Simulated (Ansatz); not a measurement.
A plane-wave DFT run in Ansatz 0.2.0 (scalar-relativistic PAW potentials unless the input names others): input and command.

```yaml
crystal:
  lattice:
    - [0.0, 3.3583169833, 3.3086866831]
    - [3.3583169833, 0.0, 3.3086866831]
    - [3.3583169833, 3.3583169833, 0.0]
  atoms:
    - { symbol: Cd, position: [0.0, 0.0, 0.0] }
    - { symbol: Te, position: [0.75, 0.75, 0.75] }
basis:
  ecutwfc: "50 eV"
kpoints:
  mp_grid: { grid: [10, 10, 10] }
hamiltonian:
  xc: pbe
scf:
  occupations: { method: gaussian, width: 0.05 }
  max_iter: 80
output:
  forces: true
  eigenvalues: true
  stress: true
```

```bash
ansatz run input.yaml --threads 2 --pin off --max-ram 5120MiB --backend cpu --events-out ev --progress --plain --runs-dir out
```

Abridged log:
```
Basis set: ecut = 50 eV, 59 PW (Γ), exchange–correlation on 24×24×24 points (8 copies of the dense FFT grid, shifted against one another)
Bands: 22, of which v1, the nominal top of the filled ones, is band 18 counted from 1 (17 counted from 0)
Symmetry: 8 space group operations
k-points: 102 of 1000 (time reversal used)
SCF iter   1: F=—  HF=-14319.286391 eV  |F-HF|=—  |Δ(HF+E_count)|=         —  Δρ=1.51e0  dr2=1.71e3  ethr=1.77e-3  ⟨swp⟩=1.0  Hψ=6118  notcnv=0
SCF iter   2: F=—  HF=-13111.872932 eV  |F-HF|=—  |Δ(HF+E_count)|=    1.21e3  Δρ=1.12e-1  dr2=1.63e1  ethr=1.77e-3  ⟨swp⟩=5.9  Hψ=12130  notcnv=0  defer=2
SCF iter   3: F=—  HF=-13102.677446 eV  |F-HF|=—  |Δ(HF+E_count)|=    9.20e0  Δρ=3.44e-2  dr2=2.52e0  ethr=1.77e-3  ⟨swp⟩=3.2  Hψ=4948  notcnv=0  defer=26
SCF iter   4: F=—  HF=-13101.335199 eV  |F-HF|=—  |Δ(HF+E_count)|=    1.34e0  Δρ=8.85e-3  dr2=1.59e-1  ethr=1.77e-3  ⟨swp⟩=2.4  Hψ=4759  notcnv=0  defer=31
SCF iter   5: F=—  HF=-13101.252823 eV  |F-HF|=—  |Δ(HF+E_count)|=   8.24e-2  Δρ=9.46e-4  dr2=1.43e-3  ethr=4.42e-4  ⟨swp⟩=3.0  Hψ=3982  notcnv=0  defer=30
SCF iter   6: F=—  HF=-13101.252435 eV  |F-HF|=—  |Δ(HF+E_count)|=   3.88e-4  Δρ=2.92e-4  dr2=1.35e-4  ethr=3.96e-6  ⟨swp⟩=2.2  Hψ=3056  notcnv=0  defer=29
SCF iter   7: F=—  HF=-13101.252383 eV  |F-HF|=—  |Δ(HF+E_count)|=   5.26e-5  Δρ=4.69e-5  dr2=3.58e-6  ethr=3.75e-7  ⟨swp⟩=2.2  Hψ=2746  notcnv=0  defer=26
SCF iter   8: F=—  HF=-13101.190658 eV  |F-HF|=—  |Δ(HF+E_count)|=   6.17e-2  Δρ=7.69e-5  dr2=5.02e-6  ethr=9.95e-9  ⟨swp⟩=3.0  Hψ=4616  notcnv=0  defer=26
SCF iter   9: F=—  HF=-13101.190657 eV  |F-HF|=—  |Δ(HF+E_count)|=   9.21e-7  Δρ=1.30e-5  dr2=1.74e-7  ethr=9.95e-9  ⟨swp⟩=1.5  Hψ=2579  notcnv=0  defer=26
SCF iter  10: F=-13101.190657 eV  HF=-13101.190657 eV  |F-HF|=1.26e-9  |Δ(HF+E_count)|=   3.93e-8  Δρ=1.95e-6  dr2=3.46e-9  ethr=2.78e-10  ⟨swp⟩=6.7  Hψ=9507  notcnv=0
Error: refused after 10 iterations: one_centre_occupation = 2.76e0 (threshold 2.00e0); read on the Te atom at site 1 (counted from 0), in its partial waves of l = 0. The loop had accepted its state. The figure is how many electrons the atom's PAW partial-wave expansion lays in one spin orbital inside its sphere. Of a state that the partial waves describe, at an atom whose sphere does not reach far into another's, it is at most what a level can hold: about one, and more with the corrected tetrahedra; the threshold leaves room over one. Most likely the run has filled a ghost state, a level that  ...
```

Q: What should be changed?

A: The fault is a cutoff far too low (basis.ecutwfc: 420 → "50 eV", the first being the value of the sound run). Setting it back cures it. The log, from which this was withheld above, says: «Warning: basis.ecutwfc = 50 eV is below the records' recommended 420 eV, and the density's cutoff is lower with it unless basis.ecutrho_ratio is high enough to keep the records' density cutoff: compare with a run at a higher cutoff» The SCF loop closed, but the program refused the state that it reached. A reference run from the same start on usual settings converged with pressure -0.96 GPa, largest force 0.000 eV/Å, gap on the mesh 0.47 eV.

Time: 1.3 s on 2 threads of Intel(R) Xeon(R) Processor @ 2.70GHz, on a shared host, peak memory 0.28 GiB.